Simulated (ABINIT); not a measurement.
# C (Fd-3m) in ABINIT: further runs

One crystal, C, is run at these levels: PBE, PW91; tasks: equation of state, band structure.

Program: ABINIT 10.8.3 (patched build). These are calculated values, not measurements. Logs are shortened: lines on timing, memory, paths and dates and some standing lists are left out, and cuts for length are marked. The log counts tension as positive stress, the text compression.

**Experimental background.**

From “Equation of state of cubic boron nitride at high pressures and temperatures”, 2007, arxiv:cond-mat/0702656, for a bulk crystal of C: bulk modulus 442 ± 5 GPa.

How close the calculation comes is told below.

**1. Starting point**

The structure is cubic, space group Fd-3m (No. 227). Conventional cell: a = 3.567 Å, b = 3.567 Å, c = 3.567 Å, α = 90.00°, β = 90.00°, γ = 90.00°. Around C (site symmetry -43m) lie 4 C at 1.54 Å.

This isn't the form of C at room conditions, which is graphite.

**2. Equation of state, PBE**

The input, run.abi:

```
ndtset 7
getwfk -1
scalecart1 3*0.9795861087
scalecart2 3*0.9864848297
scalecart3 3*0.9932883884
scalecart4 3*1.0000000000
scalecart5 3*1.0066227096
scalecart6 3*1.0131594038
scalecart7 3*1.0196128224

pp_dirpath "./"
pseudos "C_ONCV_PBE-1.2.upf"

acell 3*1.0
rprim
     0.0000000000     3.3700808789     3.3700808789
     3.3700808789     0.0000000000     3.3700808789
     3.3700808789     3.3700808789     0.0000000000
ntypat 1
znucl 6
natom 2
typat 1 1
xred
     0.7500000000     0.7500000000     0.7500000000
     0.5000000000     0.5000000000     0.5000000000

ecut 1115.666836 eV

kptopt 1
ngkpt 13 13 13
nshiftk 1
shiftk 0.0 0.0 0.0

ixc 11

nband 8
occopt 3
tsmear 0.00183747

nstep 100
tolvrs 1.0e-10

iomode 3
prtwf 1
prtden 0
prteig 0
prtebands 0
```

Potentials or basis: SG15 NC PBE v1.2.

Command:

```bash
abinit run.abi > log 2>&1
```

run.abo:

```text
.Version 10.8.3 of ABINIT
 DATASET    1 : space group Fd -3 m (#227); Bravais cF (face-center cubic)
================================================================================
 Values of the parameters that define the memory need for DATASET  1.
     intxc =       0    ionmov =       0      iscf =       7    lmnmax =       4
     lnmax =       4     mgfft =      30  mpssoang =       2    mqgrid =    3001
     natom =       2  nloc_mem =       1    nspden =       1   nspinor =       1
    nsppol =       1      nsym =      48    n1xccc =       0    ntypat =       1
    occopt =       3   xclevel =       2
       mpw =         918          nfft =       27000          nkpt =          84
================================================================================
================================================================================
[... 61 lines left out ...]
 DATASET    7 : space group Fd -3 m (#227); Bravais cF (face-center cubic)
================================================================================
 Values of the parameters that define the memory need for DATASET  7.
     intxc =       0    ionmov =       0      iscf =       7    lmnmax =       4
     lnmax =       4     mgfft =      30  mpssoang =       2    mqgrid =    3001
     natom =       2  nloc_mem =       1    nspden =       1   nspinor =       1
    nsppol =       1      nsym =      48    n1xccc =       0    ntypat =       1
    occopt =       3   xclevel =       2
       mpw =        1030          nfft =       27000          nkpt =          84
================================================================================
================================================================================

--------------------------------------------------------------------------------
------------- Echo of variables that govern the present computation ------------
--------------------------------------------------------------------------------
 -outvars: echo values of preprocessed input variables --------
            acell      1.0000000000E+00  1.0000000000E+00  1.0000000000E+00 Bohr
              amu      1.20110000E+01
             ecut      4.10000000E+01 Hartree
           getwfk          -1
                       outvar_i_n : Printing only first  50 k-points.
              ixc          11
           jdtset        1    2    3    4    5    6    7
                       outvar_i_n : Printing only first  50 k-points.
         kptrlatt       13    0    0      0   13    0      0    0   13
          kptrlen1     6.06933755E+01
          kptrlen2     6.11208077E+01
          kptrlen3     6.15423438E+01
          kptrlen4     6.19581831E+01
          kptrlen5     6.23685142E+01
          kptrlen6     6.27735159E+01
          kptrlen7     6.31733579E+01
            natom           2
            nband           8
           ndtset           7
            ngfft          30      30      30
             nkpt          84
            nstep         100
             nsym          48
           ntypat           1
                       prtocc : prtvol=0, do not print more k-points.
           occopt           3
           prtden           0
        prtebands           0
           prteig           0
            rprim1     0.0000000000E+00  3.3012844142E+00  3.3012844142E+00
                       3.3012844142E+00  0.0000000000E+00  3.3012844142E+00
                       3.3012844142E+00  3.3012844142E+00  0.0000000000E+00
            rprim2     0.0000000000E+00  3.3245336619E+00  3.3245336619E+00
                       3.3245336619E+00  0.0000000000E+00  3.3245336619E+00
                       3.3245336619E+00  3.3245336619E+00  0.0000000000E+00
            rprim3     0.0000000000E+00  3.3474622050E+00  3.3474622050E+00
                       3.3474622050E+00  0.0000000000E+00  3.3474622050E+00
                       3.3474622050E+00  3.3474622050E+00  0.0000000000E+00
            rprim4     0.0000000000E+00  3.3700808789E+00  3.3700808789E+00
                       3.3700808789E+00  0.0000000000E+00  3.3700808789E+00
                       3.3700808789E+00  3.3700808789E+00  0.0000000000E+00
            rprim5     0.0000000000E+00  3.3923999459E+00  3.3923999459E+00
                       3.3923999459E+00  0.0000000000E+00  3.3923999459E+00
                       3.3923999459E+00  3.3923999459E+00  0.0000000000E+00
            rprim6     0.0000000000E+00  3.4144291340E+00  3.4144291340E+00
                       3.4144291340E+00  0.0000000000E+00  3.4144291340E+00
                       3.4144291340E+00  3.4144291340E+00  0.0000000000E+00
            rprim7     0.0000000000E+00  3.4361776767E+00  3.4361776767E+00
                       3.4361776767E+00  0.0000000000E+00  3.4361776767E+00
                       3.4361776767E+00  3.4361776767E+00  0.0000000000E+00
          spgroup         227
           tolvrs      1.00000000E-10
           tsmear      1.83747000E-03 Hartree
            typat      1  1
                       outvars : Printing only first  50 k-points.
           xangst1     2.6204467163E+00  2.6204467163E+00  2.6204467163E+00
                       1.7469644775E+00  1.7469644775E+00  1.7469644775E+00
           xangst2     2.6389011743E+00  2.6389011743E+00  2.6389011743E+00
                       1.7592674496E+00  1.7592674496E+00  1.7592674496E+00
           xangst3     2.6571010680E+00  2.6571010680E+00  2.6571010680E+00
                       1.7714007120E+00  1.7714007120E+00  1.7714007120E+00
           xangst4     2.6750549982E+00  2.6750549982E+00  2.6750549982E+00
                       1.7833699988E+00  1.7833699988E+00  1.7833699988E+00
           xangst5     2.6927711106E+00  2.6927711106E+00  2.6927711106E+00
                       1.7951807404E+00  1.7951807404E+00  1.7951807404E+00
           xangst6     2.7102571271E+00  2.7102571271E+00  2.7102571271E+00
                       1.8068380847E+00  1.8068380847E+00  1.8068380847E+00
           xangst7     2.7275203768E+00  2.7275203768E+00  2.7275203768E+00
                       1.8183469179E+00  1.8183469179E+00  1.8183469179E+00
            xcart1     4.9519266212E+00  4.9519266212E+00  4.9519266212E+00
                       3.3012844142E+00  3.3012844142E+00  3.3012844142E+00
            xcart2     4.9868004928E+00  4.9868004928E+00  4.9868004928E+00
                       3.3245336619E+00  3.3245336619E+00  3.3245336619E+00
            xcart3     5.0211933075E+00  5.0211933075E+00  5.0211933075E+00
                       3.3474622050E+00  3.3474622050E+00  3.3474622050E+00
            xcart4     5.0551213184E+00  5.0551213184E+00  5.0551213184E+00
                       3.3700808789E+00  3.3700808789E+00  3.3700808789E+00
            xcart5     5.0885999188E+00  5.0885999188E+00  5.0885999188E+00
                       3.3923999459E+00  3.3923999459E+00  3.3923999459E+00
            xcart6     5.1216437010E+00  5.1216437010E+00  5.1216437010E+00
                       3.4144291340E+00  3.4144291340E+00  3.4144291340E+00
            xcart7     5.1542665150E+00  5.1542665150E+00  5.1542665150E+00
                       3.4361776767E+00  3.4361776767E+00  3.4361776767E+00
             xred      7.5000000000E-01  7.5000000000E-01  7.5000000000E-01
                       5.0000000000E-01  5.0000000000E-01  5.0000000000E-01
            znucl        6.00000

================================================================================

 chkinp: Checking input parameters for consistency, jdtset=   1.

 chkinp: Checking input parameters for consistency, jdtset=   2.
[... 36 lines left out ...]
 getcut : COMMENT -
  Note that boxcut > 2.2 ; recall that boxcut=Gcut(box)/Gcut(sphere) = 2
  is sufficient for exact treatment of convolution.
  Such a large boxcut is a waste : you could raise ecut
  e.g. ecut=   51.052900 Hartrees makes boxcut=2

--- Pseudopotential description ------------------------------------------------
- pspini: atom type   1  psp file is ./C_ONCV_PBE-1.2.upf
12 -101130 1 -1 602                           pspcod,pspxc,lmax,lloc,mmax
     nproj     2     2

   3.63607095E+01                                ecore*ucvol(ha*bohr**3)
--------------------------------------------------------------------------------

================================================================================

--- !BeginCycle
iteration_state: {dtset: 1, }
solver: {iscf: 7, nstep: 100, nline: 4, wfoptalg: 0, }
tolerances: {tolvrs: 1.00E-10, }
...
[... 1009 lines left out ...]
-Cartesian components of stress tensor (GPa)         [Pressure= -2.2216E+01 GPa]
- sigma(1 1)=  2.22164485E+01  sigma(3 2)=  0.00000000E+00
- sigma(2 2)=  2.22164485E+01  sigma(3 1)=  0.00000000E+00
- sigma(3 3)=  2.22164485E+01  sigma(2 1)=  0.00000000E+00

== END DATASET(S) ==============================================================
================================================================================

 -outvars: echo values of variables after computation  --------
            acell      1.0000000000E+00  1.0000000000E+00  1.0000000000E+00 Bohr
           etotal1    -1.1391373473E+01
           etotal2    -1.1392674686E+01
           etotal3    -1.1393431063E+01
           etotal4    -1.1393691104E+01
           etotal5    -1.1393499333E+01
           etotal6    -1.1392896131E+01
           etotal7    -1.1391918165E+01
            fcart1    -0.0000000000E+00 -0.0000000000E+00 -0.0000000000E+00
                      -0.0000000000E+00 -0.0000000000E+00 -0.0000000000E+00
            fcart2    -7.9094893244E-32  7.9094893244E-32  7.9094893244E-32
                       7.9094893244E-32 -7.9094893244E-32 -7.9094893244E-32
            fcart3     1.9638282598E-31  1.9638282598E-31 -5.1059534755E-31
                      -1.9638282598E-31 -1.9638282598E-31  5.1059534755E-31
            fcart4     5.0716842990E-31 -3.9012956146E-32 -1.9506478073E-31
                      -5.0716842990E-31  3.9012956146E-32  1.9506478073E-31
            fcart5    -3.8756284528E-31 -4.3790577010E-47  1.5502513811E-31
                       3.8756284528E-31  0.0000000000E+00 -1.5502513811E-31
[... 38 lines left out ...]
                       0.0000000000E+00  0.0000000000E+00  0.0000000000E+00
           xangst1     2.6204467163E+00  2.6204467163E+00  2.6204467163E+00
                       1.7469644775E+00  1.7469644775E+00  1.7469644775E+00
           xangst2     2.6389011743E+00  2.6389011743E+00  2.6389011743E+00
                       1.7592674496E+00  1.7592674496E+00  1.7592674496E+00
           xangst3     2.6571010680E+00  2.6571010680E+00  2.6571010680E+00
                       1.7714007120E+00  1.7714007120E+00  1.7714007120E+00
           xangst4     2.6750549982E+00  2.6750549982E+00  2.6750549982E+00
                       1.7833699988E+00  1.7833699988E+00  1.7833699988E+00
           xangst5     2.6927711106E+00  2.6927711106E+00  2.6927711106E+00
                       1.7951807404E+00  1.7951807404E+00  1.7951807404E+00
           xangst6     2.7102571271E+00  2.7102571271E+00  2.7102571271E+00
                       1.8068380847E+00  1.8068380847E+00  1.8068380847E+00
           xangst7     2.7275203768E+00  2.7275203768E+00  2.7275203768E+00
                       1.8183469179E+00  1.8183469179E+00  1.8183469179E+00
             xred      7.5000000000E-01  7.5000000000E-01  7.5000000000E-01
                       5.0000000000E-01  5.0000000000E-01  5.0000000000E-01
 Calculation completed.
```

Run time: 65 s. Hardware: 1 thread of Arm Neoverse V2, shared host; peak memory 0.11 GiB.

Results:

| Property | Result |
| --- | --- |
| Equilibrium volume | 5.68 Å³/atom |
| Bulk modulus | 432 GPa |
| Pressure derivative of the bulk modulus | 3.7 |

Energy against volume, from the lowest point:
| volume (Å³/atom) | energy (meV/atom) |
| --- | --- |
| 5.332 | 31.53 |
| 5.445 | 13.83 |
| 5.558 | 3.54 |
| 5.672 | 0.00 |
| 5.785 | 2.61 |
| 5.899 | 10.82 |
| 6.012 | 24.12 |

Caveat: pressures at fixed basis lie under the slope of the energies.

[end of part 1 of 2]
